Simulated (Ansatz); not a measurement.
**Ge: symmetry broken, then relaxed**

Method: DFT PBEsol, scalar-relativistic, plane waves, PAW in Ansatz 0.2.0. The runs took a 420 eV cutoff, a Γ-centred 12×12×4 mesh and Gaussian smearing (0.15 eV). No spin polarisation. Energies are free energies at this smearing, counted from the undisturbed cell; pressure is positive in compression.

Zero of the scan (relaxed at this level; this form isn't the usual structure):

```
CELL_PARAMETERS angstrom
4.00416 0.00000 0.00000
-2.00208 3.46771 0.00000
0.00000 0.00000 13.14505
ATOMIC_POSITIONS crystal
Ge 0.00000 0.00000 0.40681
Ge 0.00000 0.00000 0.59319
Ge 0.00000 0.00000 0.90681
Ge 0.00000 0.00000 0.09319
Ge 0.33333 0.66667 0.34414
Ge 0.66667 0.33333 0.65586
Ge 0.66667 0.33333 0.84414
Ge 0.33333 0.66667 0.15586
```

The atoms are displaced (Å, in the unstrained cell):

```
atom ux uy uz
 Ge1   0.049  -0.067  -0.057
 Ge2  -0.054   0.147   0.000
 Ge3  -0.107  -0.010   0.007
 Ge4   0.083  -0.069  -0.151
 Ge5   0.130   0.067   0.161
 Ge6   0.058   0.043  -0.101
 Ge7  -0.121  -0.054   0.095
 Ge8  -0.038  -0.056   0.045
```

Cell and atoms are then relaxed.

Task: Does the relaxation return to the undisturbed structure?

Result: Yes (up to a choice of domain or origin): same space group and volume, and an energy 0.0 meV/atom from it. The disturbance itself cost 118.3 meV/atom. The final space group reads P6_3/mmc (tolerance 0.05 Å) and the volume changes by -0.07 %.

Final structure:

```
Ge
1.0
     4.00314    0.00006    0.00015
    -2.00152    3.46692    0.00001
     0.00049    0.00033   13.14172
Ge
8
Direct
  0.00002 0.99992 0.40682
  0.00062 0.00058 0.59318
  0.99941 0.99973 0.90682
  0.99996 0.99977 0.09318
  0.33334 0.66656 0.34415
  0.66726 0.33391 0.65585
  0.66612 0.33311 0.84414
  0.33328 0.66642 0.15586
```

The relaxation, step by step (energy from the first step; small jumps at an unchanged geometry come where the plane waves are selected anew for the new cell):

| step | ΔE (meV/atom) | largest force component (eV/Å) | pressure (GPa) |
| --- | --- | --- | --- |
| 1 | 0.0 | 2.383 | 1.34 |
| 2 | -107.9 | 0.769 | 1.32 |
| 3 | -118.1 | 0.027 | 0.37 |
| 4 | -118.3 | 0.002 | 0.05 |
| 5 | -118.3 | 0.002 | 0.05 |

Cost: 3 runs of about 9.5 core-minutes in all, on AMD EPYC 9R45 (Zen 5) (shared hosts).